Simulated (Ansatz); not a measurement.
**Structure search for Zn3H**

Level of theory: Ansatz, DFT PBE, scalar-relativistic, plane waves, PAW. Settings: cutoff 420 eV, Γ-centred meshes spaced at most about 0.3 Å⁻¹, and about 0.25 Å⁻¹ or finer for metals (2π included), Gaussian smearing. No spin polarisation.

Formation energies are uncorrected and refer to the elements' standard structures at the same level (H₂ as a molecule).

Temperature and zero-point effects are left out. Only the structures computed here compete, so a lower one can exist. With hydrogen, zero-point motion can shift formation energies by some tens of meV/atom.

Invented guesses were relaxed alike, and ends that match in structure were merged. ΔE counts from the first row. Coordination counts Zn atoms around H (those within 1.25 times the shortest such distance or 1.15 times the sum of covalent radii; a plus sign parts nearer from farther groups; the shortest distance is added where it is long for a bond). The ends were matched against large subsets of the Crystallography Open Database and the Materials Project, so a missing match doesn't prove that a structure is unreported.

```tsv
#	reached from	type and space group	atoms	Å³/atom	coordination	ΔE (meV/atom)	gap on mesh (eV)	in databases
1	A15 type (Pm-3n)	A15, Pm-3n (No. 223)	8	13.4	H 12 from 2.7 Å	0	0.00	no match
2	AlFe3 type (Fm-3m)	BiF3 (D0_3), Fm-3m (No. 225)	4	13.5	H 8+6 from 2.6 Å	30	0.00	no match
3	Cu3Au (L1_2) type (Pm-3m)	Cu3Au (L1_2), Pm-3m (No. 221)	4	13.6	H 12 from 2.7 Å	45	0.00	no match
```

The lowest: Space group Pm-3n (No. 223), cubic, a = 4.750 Å. Around Zn lie 2 Zn at 2.37 Å, 4 H at 2.66 Å and 8 Zn at 2.91 Å; H is surrounded by 12 Zn at 2.66 Å (long contacts). Its energy over the elements is +0.44 eV/atom. The separate elements lie lower, so it is unstable against them. An observed structure of this formula, if there is one, may be missing.

```
Zn H
1.0
     4.74957    0.00000    0.00000
     0.00000    4.74957    0.00000
     0.00000    0.00000    4.74957
Zn H
6 2
Direct
  0.00000 0.50000 0.25000
  0.00000 0.50000 0.75000
  0.25000 0.00000 0.50000
  0.75000 0.00000 0.50000
  0.50000 0.75000 0.00000
  0.50000 0.25000 0.00000
  0.00000 0.00000 0.00000
  0.50000 0.50000 0.50000
```

The second: Space group Fm-3m (No. 225), cubic, a = 5.993 Å. Zn on a site of symmetry m-3m is surrounded by 8 Zn at 2.60 Å and 6 H at 3.00 Å; Zn on a site of symmetry -43m is surrounded by 4 H at 2.60 Å, 4 Zn at 2.60 Å and 6 Zn at 3.00 Å; around H lie 8 Zn at 2.60 Å and 6 Zn at 3.00 Å (long contacts). Counting Zn atoms around H, the first has H 12 from 2.7 Å and the second has H 8+6 from 2.6 Å. Cells relaxed within their symmetry can be saddle points.

```
Zn H
1.0
     0.00000    2.99658    2.99658
     2.99658    0.00000    2.99658
     2.99658    2.99658    0.00000
Zn H
3 1
Direct
  0.50000 0.50000 0.50000
  0.25000 0.25000 0.25000
  0.75000 0.75000 0.75000
  0.00000 0.00000 0.00000
```

Some candidate types were left out of the draw beforehand, so a known form may be missing.
